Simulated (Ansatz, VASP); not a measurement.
# Na: VASP beside Ansatz

Contents of INCAR:

```
SYSTEM = Na
PREC = Accurate
ENCUT = 520
EDIFF = 1E-6
ISMEAR = -1
SIGMA = 0.05
LREAL = .FALSE.
LASPH = .TRUE.
NELM = 100
ALGO = Normal
ISIF = 2
LWAVE = .FALSE.
LCHARG = .FALSE.
GGA = PS
NBANDS = 10
```

KPOINTS

```
regular mesh
0
G
  12 12 12
  0 0 0
```

Contents of POSCAR:

```
Na
1.0
   -2.0746412990      2.0746412990      2.0746412990
    2.0746412990     -2.0746412990      2.0746412990
    2.0746412990      2.0746412990     -2.0746412990
Na
1
Direct
    0.0000000000      0.0000000000      0.0000000000
```

Input for Ansatz:

```yaml
crystal:
  lattice:
    - [-2.074641299, 2.074641299, 2.074641299]
    - [2.074641299, -2.074641299, 2.074641299]
    - [2.074641299, 2.074641299, -2.074641299]
  atoms:
    - { symbol: Na, position: [0.0, 0.0, 0.0] }
kpoints:
  mp_grid: { grid: [12, 12, 12] }
scf:
  occupations: { method: fermi_dirac, width: 0.05 }
hamiltonian:
  xc: pbesol
  pseudopotentials: { kind: all_electron, lapw: { basis_error: 0.00025 } }
output:
  forces: true
  stress: true
  eigenvalues: true
```

Change from the starting cell: volume scaled by 0.9405.

Alike in both runs: task single point; functional PBEsol; k mesh 12 × 12 × 12; occupations fermi-dirac, width 0.05 eV; no spin polarisation.

|  | VASP | Ansatz |
| --- | --- | --- |
| version | VASP 6.6.1 | Ansatz 0.2.0 |
| potentials or method | VASP PAW PBE potentials, release 64 (Na_pv) | all-electron LAPW, scalar-relativistic |
| plane-wave cutoff (eV) | 520 | see its input |

```csv
,VASP,Ansatz,Ansatz less VASP
pressure (GPa),0.1,0.1,+0.03
```

Ansatz ran all-electron here, so the differences hold the error of VASP's frozen core and of both bases.

Caveats: the PAW data sets were made with another functional, which shifts forces and pressure a little (VASP).
